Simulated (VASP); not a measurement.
# Al15N16 (a cell with a defect) in VASP: notebook

Runs on Al15N16 (a cell with a defect). Level: PBEsol. Tasks: single point.

All numbers are computed with VASP 6.6.1; they aren't measurements. Logs are shortened: lines on timing, memory, paths and dates and some standing lists are left out, and cuts for length are marked.

## 1. The structure

The cell holds a defect, 31 atoms: a = 6.220 Å, b = 6.220 Å, c = 9.960 Å, α = 90.00°, β = 90.00°, γ = 120.00°.

## 2. Single point, PBEsol, collinear spin, ferromagnetic start

INCAR

```
PREC = Accurate ; ENCUT = 450
EDIFF = 1E-5 ; ISMEAR = 0
SIGMA = 0.03 ; LREAL = Auto
LASPH = T ; NELM = 120
ALGO = Normal ; ISIF = 2
LWAVE = F ; LCHARG = F
ISPIN = 2 ; MAGMOM = 0 0 0 0 0 0 0 0 0 0 0 0 0 0 0 0.75 0 0 0 0 0 0 0 0 0.75 0 0.75 0 0.75 0 0
LORBIT = 11 ; NUPDOWN = 3
GGA = PS ; NBANDS = 88
KPAR = 4
```

KPOINTS

```
regular mesh
0
Gamma
  3 3 2
```

POSCAR

```
Al15N16
1.0
    6.2200008610      0.0000000000      0.0000000000
   -3.1100004305      5.3866787572      0.0000000000
    0.0000000000      0.0000000000      9.9600000000
Al N
15 16
Direct
    0.3333333333      0.1666666667      0.5000000000
    0.3333333333      0.6666666667      0.0000000000
    0.3333333333      0.6666666667      0.5000000000
    0.8333333333      0.1666666667      0.0000000000
    0.8333333333      0.1666666667      0.5000000000
    0.8333333333      0.6666666667      0.0000000000
    0.8333333333      0.6666666667      0.5000000000
    0.1666666667      0.3333333333      0.2500000000
    0.1666666667      0.3333333333      0.7500000000
    0.1666666667      0.8333333333      0.2500000000
    0.1666666667      0.8333333333      0.7500000000
    0.6666666667      0.3333333333      0.2500000000
    0.6666666667      0.3333333333      0.7500000000
    0.6666666667      0.8333333333      0.2500000000
    0.6666666667      0.8333333333      0.7500000000
    0.3333333333      0.1666666667      0.1910000000
    0.3333333333      0.1666666667      0.6910000000
    0.3333333333      0.6666666667      0.1910000000
    0.3333333333      0.6666666667      0.6910000000
    0.8333333333      0.1666666667      0.1910000000
    0.8333333333      0.1666666667      0.6910000000
    0.8333333333      0.6666666667      0.1910000000
    0.8333333333      0.6666666667      0.6910000000
    0.1666666667      0.3333333333      0.4410000000
    0.1666666667      0.3333333333      0.9410000000
    0.1666666667      0.8333333333      0.4410000000
    0.1666666667      0.8333333333      0.9410000000
    0.6666666667      0.3333333333      0.4410000000
    0.6666666667      0.3333333333      0.9410000000
    0.6666666667      0.8333333333      0.4410000000
    0.6666666667      0.8333333333      0.9410000000
```

Potentials or basis: VASP PAW PBE potentials, release 64 (Al, N).

On the command line:

```bash
$ cat potpaw_PBE.64/Al/POTCAR potpaw_PBE.64/N/POTCAR > POTCAR
$ mpirun -np 4 vasp_std > vasp.out
```

OUTCAR:

```text
PREC = Accurate
   ENCUT = 450
   EDIFF = 1E-5
   ISMEAR = 0
   LREAL = Auto
   LASPH = T
   NELM = 120
   ISIF = 2
   ISPIN = 2
   LORBIT = 11
   NUPDOWN = 3
   GGA = PS

 ion  position               nearest neighbor table
   1  0.333  0.167  0.500-  24 1.89  28 1.89  26 1.89  17 1.90   8 3.07   9 3.07  12 3.07  13 3.07
                            10 3.07  11 3.07   5 3.11   5 3.11   7 3.11   3 3.11   3 3.11   7 3.11
   2  0.333  0.667  0.000-  27 1.89  31 1.89  25 1.89  18 1.90  10 3.07  11 3.07  14 3.07  15 3.07
                             8 3.07   9 3.07   6 3.11   6 3.11   4 3.11   4 3.11
   3  0.333  0.667  0.500-  26 1.89  30 1.89  24 1.89  19 1.90  10 3.07  11 3.07  14 3.07  15 3.07
                             8 3.07   9 3.07   7 3.11   7 3.11   1 3.11   1 3.11   5 3.11   5 3.11
   4  0.833  0.167  0.000-  29 1.89  25 1.89  31 1.89  20 1.90  12 3.07  13 3.07   8 3.07   9 3.07
                            14 3.07  15 3.07   2 3.11   6 3.11   6 3.11   2 3.11
   5  0.833  0.167  0.500-  28 1.89  24 1.89  30 1.89  21 1.90  12 3.07  13 3.07   8 3.07   9 3.07
                            14 3.07  15 3.07   1 3.11   1 3.11   7 3.11   7 3.11   3 3.11   3 3.11
   6  0.833  0.667  0.000-  31 1.89  27 1.89  29 1.89  22 1.90  14 3.07  15 3.07  10 3.07  11 3.07
                            12 3.07  13 3.07   2 3.11   2 3.11   4 3.11   4 3.11
   7  0.833  0.667  0.500-  30 1.89  26 1.89  28 1.89  23 1.90  14 3.07  15 3.07  10 3.07  11 3.07
                            12 3.07  13 3.07   3 3.11   3 3.11   5 3.11   5 3.11   1 3.11   1 3.11
   8  0.167  0.333  0.250-  16 1.89  20 1.89  18 1.89  24 1.90   1 3.07   4 3.07   5 3.07   2 3.07
                             3 3.07  12 3.11  12 3.11  14 3.11  10 3.11  10 3.11  14 3.11
   9  0.167  0.333  0.750-  17 1.89  21 1.89  19 1.89  25 1.90   1 3.07   4 3.07   5 3.07   2 3.07
[... 15 lines left out ...]
  18  0.333  0.667  0.191-  10 1.89  14 1.89   8 1.89   2 1.90
  19  0.333  0.667  0.691-  11 1.89  15 1.89   9 1.89   3 1.90
  20  0.833  0.167  0.191-  12 1.89   8 1.89  14 1.89   4 1.90
  21  0.833  0.167  0.691-  13 1.89   9 1.89  15 1.89   5 1.90
  22  0.833  0.667  0.191-  14 1.89  10 1.89  12 1.89   6 1.90
  23  0.833  0.667  0.691-  15 1.89  11 1.89  13 1.89   7 1.90
  24  0.167  0.333  0.441-   1 1.89   5 1.89   3 1.89   8 1.90
  25  0.167  0.333  0.941-   4 1.89   2 1.89   9 1.90
  26  0.167  0.833  0.441-   3 1.89   7 1.89   1 1.89  10 1.90
  27  0.167  0.833  0.941-   2 1.89   6 1.89  11 1.90
  28  0.667  0.333  0.441-   5 1.89   1 1.89   7 1.89  12 1.90
  29  0.667  0.333  0.941-   4 1.89   6 1.89  13 1.90
  30  0.667  0.833  0.441-   7 1.89   3 1.89   5 1.89  14 1.90
  31  0.667  0.833  0.941-   6 1.89   2 1.89   4 1.89  15 1.90

  LATTYP: Found a hexagonal cell.
 ALAT       =     6.2200008610
 C/A-ratio  =     1.6012859520

  Lattice vectors:

 A1 = (   6.2200008610,   0.0000000000,   0.0000000000)
 A2 = (  -3.1100004305,   5.3866787572,   0.0000000000)
 A3 = (   0.0000000000,   0.0000000000,   9.9600000000)

Analysis of symmetry for initial positions (statically):
=====================================================================
 Subroutine PRICEL returns:
 Original cell was already a primitive cell.

 Routine SETGRP: Setting up the symmetry group for a
 hexagonal supercell.

 Subroutine GETGRP returns: Found  6 space group operations
 (whereof  2 operations were pure point group operations)
 out of a pool of 24 trial point group operations.

The static configuration has the point symmetry C_1h.
 The point group associated with its full space group is C_3v.

Analysis of symmetry for dynamics (positions and initial velocities):
=====================================================================
 Subroutine PRICEL returns:
 Original cell was already a primitive cell.

 Routine SETGRP: Setting up the symmetry group for a
 hexagonal supercell.

 Subroutine GETGRP returns: Found  6 space group operations
 (whereof  2 operations were pure point group operations)
 out of a pool of 24 trial point group operations.

The dynamic configuration has the point symmetry C_1h.
 The point group associated with its full space group is C_3v.

Analysis of structural, dynamic, and magnetic symmetry:
=====================================================================
 Subroutine PRICEL returns:
 Original cell was already a primitive cell.

 Routine SETGRP: Setting up the symmetry group for a
 hexagonal supercell.

 Subroutine GETGRP returns: Found  6 space group operations
 (whereof  2 operations were pure point group operations)
 out of a pool of 24 trial point group operations.

The overall configuration has the point symmetry C_1h.
 The point group associated with its full space group is C_3v.

 Subroutine INISYM returns: Found  6 space group operations
 (whereof  2 operations are pure point group operations),
[... 132 lines left out ...]
   LASPH  =      T    aspherical Exc in radial PAW
   ENCUT  =  450.0 eV  33.07 Ry    5.75 a.u.  10.76 10.76 17.23*2*pi/ulx,y,z
   NELM   =    120;   NELMIN=  2; NELMDL= -5     # of ELM steps
   EDIFF  = 0.1E-04   stopping-criterion for ELM
   LREAL  =      T    real-space projection
   EDIFFG = 0.1E-03   stopping-criterion for IOM
   NSW    =      0    number of steps for IOM
   IBRION =     -1    ionic relax: 0-MD 1-quasi-New 2-CG
   NFREE  =      0    steps in history (QN), initial steepest desc. (CG)
   ISIF   =      2    stress and relaxation
   ISYM   =      2    0-nonsym 1-usesym 2-fastsym
   POTIM  = 0.5000    time-step for ionic-motion
   TEBEG  =    0.0;   TEEND  =   0.0 temperature during run
   PSTRESS=    0.0 pullay stress
   NELECT =     125.0000    total number of electrons
   NUPDOWN=       3.0000    fix difference up-down
   EMIN   =  10.00;   EMAX   =-10.00  energy-range for DOS
   EFERMI =   0.00;   METHOD = LEGACY
   ISMEAR =     0;   SIGMA  =   0.03  broadening in eV -4-tet -1-fermi 0-gaus
   EFERMI_NEDOS =   21; number of points for ismear=-14 and -15
   IALGO  =     38    algorithm
   IMIX   =      4    mixing-type and parameters
     AMIX     =   0.40;   BMIX     =  1.00
     AMIX_MAG =   1.60;   BMIX_MAG =  1.00
  volume/ion in A,a.u.               =      10.76        72.64
  Fermi-wavevector in a.u.,A,eV,Ry     =   1.180107  2.230078 18.948173  1.392651
  Thomas-Fermi vector in A             =   2.316405
   LORBIT       =     11    0 simple, 1 ext, 2 COOP (PROOUT), +10 PAW based schemes
   GGA     = PS    functional components
   LHFCALC =     F    Hartree Fock is set to
   AEXX    =    0.0000 exact exchange contribution
   IVDW    =     0    specifies the selected vdW correction
   LEPSILON=     F    determine dielectric tensor
   LRPA    =     F    only Hartree local field effects (RPA)
 spin polarized calculation
 Gauss-broadening in eV      SIGMA  =   0.03
  energy-cutoff  :      450.00
  volume of cell :      333.71
 maximum number of plane-waves:      7283
 NGX is ok and might be reduce to    48
   NGX = 21   NGY = 21   NGZ = 35

 number of electron     124.9999982 magnetization       2.9999998

 Free energy of the ion-electron system (eV)
  ---------------------------------------------------
  ext. energy  EPLUGINS =         0.00000000
  ---------------------------------------------------
  free energy    TOTEN  =      -236.33409257 eV

  energy without entropy =     -236.33348103  energy(sigma->0) =     -236.33378680

 E-fermi :   5.4123     XC(G=0): -10.9253

 val. band max:        5.4813143026   @ k =   0.0000   0.0000   0.0000
 cond. band min:       5.4495434435   @ k =   0.3333   0.3333   0.0000
 fundamental gap:     -0.0317708591
 Fermi energy:         5.6673729244

 spin component 1

 k-point     1 :       0.0000    0.0000    0.0000
  band No.  band energies     occupation
      1      -9.7093      1.00000
      2      -8.8342      1.00000
      3      -8.6639      1.00000
      4      -7.8146      1.00000
      5      -7.8146      1.00000
      6      -7.7108      1.00000
[... 451 lines left out ...]
     73      12.5712      0.00000
     74      12.6070      0.00000
 Fermi energy:         5.4122893530

 spin component 2

 k-point     1 :       0.0000    0.0000    0.0000
  band No.  band energies     occupation
      1      -9.6235      1.00000
      2      -8.7221      1.00000
      3      -8.4532      1.00000
      4      -7.7411      1.00000
      5      -7.7411      1.00000
      6      -7.6295      1.00000
[... 451 lines left out ...]
     73      12.7031      0.00000
     74      12.7065      0.00000
 [bands above 74 left out]

------------------------ aborting loop because EDIFF is reached ----------------------------------------

  FORCE on cell =-STRESS in cart. coord.  units (eV):
  Direction    XX          YY          ZZ          XY          YZ          ZX
  --------------------------------------------------------------------------------------
  -------------------------------------------------------------------------------------
  Total       -0.9024338     -0.9024338     -3.0376513     -0.0000000     -0.0000000      0.0000000
  in kB       -4.3326646     -4.3326646    -14.5840331     -0.0000000     -0.0000000      0.0000000
  external PRESSURE =      -7.7497874 kB  Pullay stress =       0.0000000 kB

 VOLUME and BASIS-vectors are now :
 -----------------------------------------------------------------------------
  energy-cutoff  :      450.00
  volume of cell :      333.71
      direct lattice vectors                 reciprocal lattice vectors
     6.220000861  0.000000000  0.000000000     0.160771682  0.092821574  0.000000000
    -3.110000430  5.386678757  0.000000000     0.000000000  0.185643148  0.000000000
     0.000000000  0.000000000  9.960000000     0.000000000  0.000000000  0.100401606

 POSITION                                       TOTAL-FORCE (eV/Angst)
 -----------------------------------------------------------------------------------
      1.55500      0.89778      4.98000         0.000000     -0.000000      0.166590
     -0.00000      3.59112      0.00000         0.634976      0.366603      0.479184
     -0.00000      3.59112      4.98000         0.100331      0.057926     -0.078891
      4.66500      0.89778      0.00000         0.000000     -0.733207      0.479184
      4.66500      0.89778      4.98000         0.000000     -0.115852     -0.078891
      3.11000      3.59112      0.00000        -0.634976      0.366603      0.479184
[... 23 lines left out ...]
      1.55500      4.48890      4.39236         0.000000     -0.000000      0.189951
      1.55500      4.48890      9.37236         0.000000     -0.000000     -0.176456
 -----------------------------------------------------------------------------------
    total drift:                                0.000000      0.000001      0.029449

  FREE ENERGIE OF THE ION-ELECTRON SYSTEM (eV)
  ---------------------------------------------------
  free  energy   TOTEN  =      -236.3340925716 eV

  energy  without entropy=     -236.3334810288  energy(sigma->0) =     -236.33378680

 total charge

# of ion       s       p       d       tot
------------------------------------------
    1        0.369   0.444   0.000   0.813
    2        0.372   0.443   0.000   0.814
    3        0.370   0.442   0.000   0.812
    4        0.372   0.443   0.000   0.814
    5        0.370   0.442   0.000   0.812
    6        0.372   0.443   0.000   0.814
[... 23 lines left out ...]
   30        1.224   2.612   0.000   3.836
   31        1.222   2.613   0.000   3.836
--------------------------------------------------
tot         25.271  47.673   0.000  72.943

 magnetization (x)

# of ion       s       p       d       tot
------------------------------------------
    1        0.000   0.001   0.000   0.001
    2       -0.003  -0.002   0.000  -0.005
    3       -0.000   0.002   0.000   0.002
    4       -0.003  -0.002   0.000  -0.005
    5       -0.000   0.002   0.000   0.002
    6       -0.003  -0.002   0.000  -0.005
[... 23 lines left out ...]
   30        0.000   0.010   0.000   0.010
   31       -0.000   0.007   0.000   0.007
--------------------------------------------------
tot          0.075   1.940   0.000   2.014
```

It took 2.8 min on 4 MPI ranks of Intel Xeon Platinum 8488C (Sapphire Rapids), shared host; peak memory 0.62 GiB.

Results:

* Free energy: -236.3341 eV
* Largest force: 1.601 eV/Å
* Net moment: 3.00 μB per cell
* Site moments: Al +0.00, -0.01, -0.00; N +0.44, +0.03, +0.00, +0.46, +0.01 μB
* Valence electrons inside the program's atomic spheres: Al 0.81; N 3.69, 3.83, 3.84, 3.68

Forces on the atoms (eV/Å):
```
Al   0.000  0.000  0.167
Al   0.635  0.367  0.479
Al   0.100  0.058 -0.079
Al   0.000 -0.733  0.479
Al   0.000 -0.116 -0.079
Al  -0.635  0.367  0.479
Al  -0.100  0.058 -0.079
Al  -0.202  0.117 -0.886
Al   0.490 -0.283  0.297
Al   0.000 -0.233 -0.886
Al   0.000  0.566  0.297
Al   0.202  0.117 -0.886
Al  -0.490 -0.283  0.297
Al   0.000  0.000 -0.338
Al   0.000  0.000  0.384
N    0.000  0.000  1.542
N    0.000  0.000 -0.312
N   -0.016 -0.009  0.306
N   -0.048 -0.027 -0.139
N    0.000  0.018  0.306
N    0.000  0.055 -0.139
N    0.016 -0.009  0.306
N    0.048 -0.027 -0.139
N    0.103 -0.060  0.075
N   -1.305  0.754 -0.538
N    0.000  0.119  0.075
N    0.000 -1.507 -0.538
N   -0.103 -0.060  0.075
N    1.305  0.754 -0.538
N    0.000  0.000  0.190
N    0.000  0.000 -0.176
```

Caveat: the k mesh is coarse (spacing up to 0.39 Å⁻¹), so the values aren't converged; the cutoff is under 1.25 times the usual one of these potentials, so pressure, stress and relaxed cells hold a basis-set (Pulay) error; the PAW data sets were made with another functional, which shifts forces and pressure a little; the total moment is fixed, so each spin has its own Fermi level.

(Part 1 of 2 ends here.)
